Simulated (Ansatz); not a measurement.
Compressing TiCo

Theory: DFT PBE, scalar-relativistic, plane waves, PAW in Ansatz. Settings: 420 eV cutoff, 14×14×14 k-mesh, Gaussian smearing of 0.10 eV, collinear spin.

Reference structure (relaxed):

```
Ti Co
1.0
     2.98559    0.00000    0.00000
     0.00000    2.98559    0.00000
     0.00000    0.00000    2.98559
Ti Co
1 1
Direct
  0.00000 0.00000 0.00000
  0.50000 0.50000 0.50000
```

Cell and atoms are relaxed at each pressure within the symmetry of the start, at zero temperature, so transitions that lower the symmetry aren't seen. The k-mesh given is that at zero pressure and may differ at others. a, b and c are the lengths of the cell vectors above.

Starting moments were lost in some runs.

| P (GPa) | V (Å³/atom) | V/V0 | a (Å) | b (Å) | c (Å) |
| --- | --- | --- | --- | --- | --- |
| -1 | 13.39 | 1.006 | 2.992 | 2.992 | 2.992 |
| 0 | 13.31 | 1.000 | 2.986 | 2.986 | 2.986 |
| 1 | 13.22 | 0.994 | 2.979 | 2.979 | 2.979 |
| 4 | 13.00 | 0.977 | 2.962 | 2.962 | 2.962 |
| 12 | 12.47 | 0.937 | 2.921 | 2.921 | 2.921 |
| 25 | 11.79 | 0.886 | 2.868 | 2.868 | 2.868 |
| 50 | 10.87 | 0.817 | 2.791 | 2.791 | 2.791 |
| 90 | 9.88 | 0.743 | 2.704 | 2.704 | 2.704 |

What bulk modulus and pressure derivative fit these points?

A third-order Birch–Murnaghan fit gives B0 = 160 GPa and B0' = 4.2.